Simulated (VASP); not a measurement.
Here is a VASP 6.6.1 calculation.

The input INCAR:

```
SYSTEM = BN
ALGO = Fast
EDIFF = 1E-7
ENCUT = 520
GGA = PE
ISIF = 2
ISMEAR = 0
LASPH = .TRUE.
LCHARG = .FALSE.
LREAL = .FALSE.
LWAVE = .FALSE.
NBANDS = 26
NELM = 100
PREC = Accurate
SIGMA = 0.1
```

File KPOINTS:

```
k-points
0
G
  4 4 4
  0 0 0
```

POSCAR

```
BN
1.0
    0.0000000000      0.0000000000      3.8787245741
   -3.0163856422      3.0163856422      1.9393622870
   -3.0163856422     -3.0163856422      1.9393622870
B N
4 4
Direct
    0.5064443831      0.3685556169      0.8685556169
    0.7435556169      0.6314443831      0.1314443831
    0.6250000000      0.8685556169      0.6314443831
    0.1250000000      0.1314443831      0.3685556169
    0.7397314239      0.1352685761      0.6352685761
    0.5102685761      0.8647314239      0.3647314239
    0.6250000000      0.6352685761      0.8647314239
    0.1250000000      0.3647314239      0.1352685761
```

Potentials or basis: VASP PAW PBE potentials, release 64 (B, N).

Run with:

```sh
$ cat potpaw_PBE.64/B/POTCAR potpaw_PBE.64/N/POTCAR > POTCAR
$ mpirun -np 1 vasp_std > vasp.out
```

Q: Estimate the band gap on the k mesh.

A: 4.09 eV, indirect (least direct gap 4.13 eV).

Q: Predict the pressure.

A: 0.0 GPa.

Q: Estimate the largest force.

A: 0.012 eV/Å.

Forces in eV/Å, atoms in the order of the input:
```
B    0.012  0.000  0.000
B   -0.012  0.000  0.000
B    0.000 -0.012  0.000
B    0.000  0.012  0.000
N   -0.012  0.000  0.000
N    0.012  0.000  0.000
N    0.000  0.012  0.000
N    0.000 -0.012  0.000
```

Caveat: the k mesh is coarse (spacing up to 0.48 Å⁻¹), so the values aren't converged. A k mesh can miss the band edges.
